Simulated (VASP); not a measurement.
A run of VASP 6.6.1 is set up as follows.

INCAR

```
SYSTEM = C
PREC = Accurate
ENCUT = 520
EDIFF = 1E-7
ISMEAR = 0
SIGMA = 0.02
LREAL = .False.
LASPH = .True.
NELM = 80
ALGO = Fast
ISIF = 2
LWAVE = .False.
LCHARG = .False.
GGA = PS
```

KPOINTS

```
Automatic mesh
0
Gamma
  14 14 14
  0 0 0
```

File POSCAR:

```
C                                       
1.0
    0.0000000000      1.7603652880      1.7603652880
    1.7603652880      0.0000000000      1.7603652880
    1.7603652880      1.7603652880      0.0000000000
  C             
     2
Direct
     0.0000000000000000    0.0000000000000000    0.0000000000000000
     0.2500000000000000    0.2500000000000000    0.2500000000000000
```

Potentials or basis: VASP PAW PBE potentials, release 64 (C).

Command:

```sh
$ cat potpaw_PBE.64/C/POTCAR > POTCAR
$ mpirun -np 1 vasp_std > vasp.out
```

Task: Predict the pressure.

Result: 14.5 GPa.

Task: Estimate the band gap on the k mesh.

Result: 4.09 eV, indirect (least direct gap 5.65 eV).

Caveat: the PAW data sets were made with another functional, which shifts forces and pressure a little. A k mesh can miss the band edges.
